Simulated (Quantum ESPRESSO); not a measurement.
MoS2: band structure with PBEsol

MoS2, a slab with vacuum:

```xyz
3
Lattice="3.1841 0.0000 0.0000 -1.5921 2.7575 0.0000 0.0000 0.0000 17.3346" Properties=species:S:1:pos:R:3 pbc="T T T"
Mo    0.0000    0.0000    0.0000
S     0.0000    1.8384   15.7833
S     0.0000    1.8384    1.5513
```

```
Program             : Quantum ESPRESSO 7.5
Task                : band structure
Functional          : PBEsol
Potentials or basis : GBRV 1.5 PBEsol
Cutoff              : 612 eV
Density cutoff      : 4898 eV
k mesh              : 10 × 10 × 2
Occupations         : fermi-dirac, width 0.05 eV
Spin                : no spin polarisation
Mixing beta         : 0.5
Most SCF iterations : 120
SCF threshold       : 6e-10 Ry
```

| Item | Value |
| --- | --- |
| Largest force | 0.165 eV/Å |
| Band gap on the k mesh | 1.73 eV, indirect (least direct gap 1.93 eV) |
| Band gap along the path | 1.58 eV, indirect (least direct gap 1.66 eV) |

Forces on the atoms (eV/Å):
```
Mo   0.000  0.000  0.000
S    0.000  0.000  0.165
S    0.000  0.000 -0.165
```

Stress tensor (GPa, compression positive):
```
-1.59  0.00  0.00
 0.00 -1.59  0.00
 0.00  0.00 -0.59
```

Levels at the corners of the path, in eV from the valence-band top:
```
point  band 10  band 11  band 12  band 13  band 14  band 15  band 16  band 17
    Γ    -1.77    -1.59    -1.59     0.00     2.72     2.72     3.02     3.02
    M    -3.25    -1.87    -1.04    -0.68     2.19     2.72     3.83     4.32
    K    -3.60    -2.91    -2.15    -0.08     1.58     3.05     3.54     4.85
    Γ    -1.77    -1.59    -1.59     0.00     2.72     2.72     3.02     3.02
    A    -1.77    -1.59    -1.59     0.00     2.72     2.72     3.02     3.02
    L    -3.25    -1.87    -1.04    -0.68     2.19     2.72     3.83     4.32
    H    -3.60    -2.91    -2.15    -0.08     1.58     3.05     3.54     4.85
    A    -1.77    -1.59    -1.59     0.00     2.72     2.72     3.02     3.02
    L    -3.25    -1.87    -1.04    -0.68     2.19     2.72     3.83     4.32
    M    -3.25    -1.87    -1.04    -0.68     2.19     2.72     3.83     4.32
    K    -3.60    -2.91    -2.15    -0.08     1.58     3.05     3.54     4.85
    H    -3.60    -2.91    -2.15    -0.08     1.58     3.05     3.54     4.85
```

Run time: 100 s on 2 MPI ranks on Arm Neoverse V1, with other jobs on the host, peak memory 0.6 GiB a rank.

PBEsol gaps usually lie below the measured ones, often by a third to a half.
